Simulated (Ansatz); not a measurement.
Input and command of a plane-wave DFT calculation in Ansatz:

```yaml
crystal:
  lattice:
    - [2.34465, -1.7134, 0.0]
    - [2.34465, 1.7134, 0.0]
    - [-0.86055, 0.0, 5.05944]
  atoms:
    - { symbol: Cu, position: [0.0032, 0.4968, 0.0] }
    - { symbol: Cu, position: [0.4968, 0.0032, 0.5] }
    - { symbol: O, position: [0.5714, 0.4056, 0.2537] }
    - { symbol: O, position: [0.4056, 0.5714, 0.7537] }
basis:
  ecutwfc: 420
kpoints:
  mp_grid: { grid: [8, 8, 4] }
hamiltonian:
  xc: pbe
scf:
  occupations: { method: gaussian, width: 0.1 }
output:
  forces: true
  stress: true
  eigenvalues: true
```

```bash
ansatz run input.yaml --threads 1 --pin off --max-ram 2560MiB --backend cpu --events-out ev --progress --plain --runs-dir out
```

Processor: Arm Neoverse V2, 1 thread, on a host shared with other jobs.

How long does it run, and how much memory does it take?

About 6.1 s on 1 thread of Arm Neoverse V2, with other jobs on the host, peak memory 0.32 GiB. It solves 30 bands at 78 k points (the mesh reduced by symmetry) with about 789 plane waves, in 7 SCF iterations.
